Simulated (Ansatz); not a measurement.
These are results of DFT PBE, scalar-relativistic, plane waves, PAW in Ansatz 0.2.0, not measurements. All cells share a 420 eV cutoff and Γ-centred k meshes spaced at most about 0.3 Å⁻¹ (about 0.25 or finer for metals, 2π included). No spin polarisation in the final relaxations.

All energies are static (0 K, no zero-point motion).

Two relaxed structures of Ge:

A.

```xyz
4
Lattice="1.8938 -5.2839 0.0000 1.8938 5.2839 0.0000 0.0000 0.0000 5.7523" Properties=species:S:1:pos:R:3 pbc="T T T"
Ge    1.8938    0.0000    4.5251
Ge    1.8938    0.0000    1.2272
Ge    1.8938    1.8596    2.8762
Ge    1.8938   -1.8596    2.8762
```

B.

```xyz
6
Lattice="6.4124 0.0000 0.0000 -3.2062 5.5533 0.0000 0.0000 0.0000 3.9676" Properties=species:S:1:pos:R:3 pbc="T T T"
Ge    1.9850    3.4381    0.6613
Ge    2.4425    0.0000    1.9838
Ge   -1.2212    2.1152    3.3064
Ge   -1.9850    3.4381    1.3225
Ge    1.2212    2.1152    2.6451
Ge    3.9699    0.0000    0.0000
```

Question: Which form is favoured at zero pressure, and by what margin per atom?

Answer: B is lower, by 274 meV/atom. A has space group Cmmm (No. 65), 28.8 Å³/atom and no gap on its mesh; B has space group P6_122 (No. 178), 23.5 Å³/atom and no gap. Counting all near atoms (those within 1.25 times the shortest such distance or 1.15 times the sum of covalent radii; a slash parts the counts of unlike sites), A has Ge 3/4 and B has Ge 4. The denser one is the lower, and pressure would at first widen the difference. In A, around Ge on a site of symmetry mm2 lie 3 Ge at 2.45–2.49 Å; around Ge on a site of symmetry m2m lie 4 Ge at 2.46–2.49 Å. In B, Ge has 4 Ge at 2.50–2.53 Å. Both come from invented guesses. A third cell relaxed alike, in R-3m, lies 117 meV/atom below the lower of the two. The part of the Crystallography Open Database at hand lists Ge in space groups No. 64, 96, 227; no cell shown has one of them.

The zero gap of P6_122 may come from the functional, which often closes small gaps. Cells relaxed within their symmetry can be saddle points.
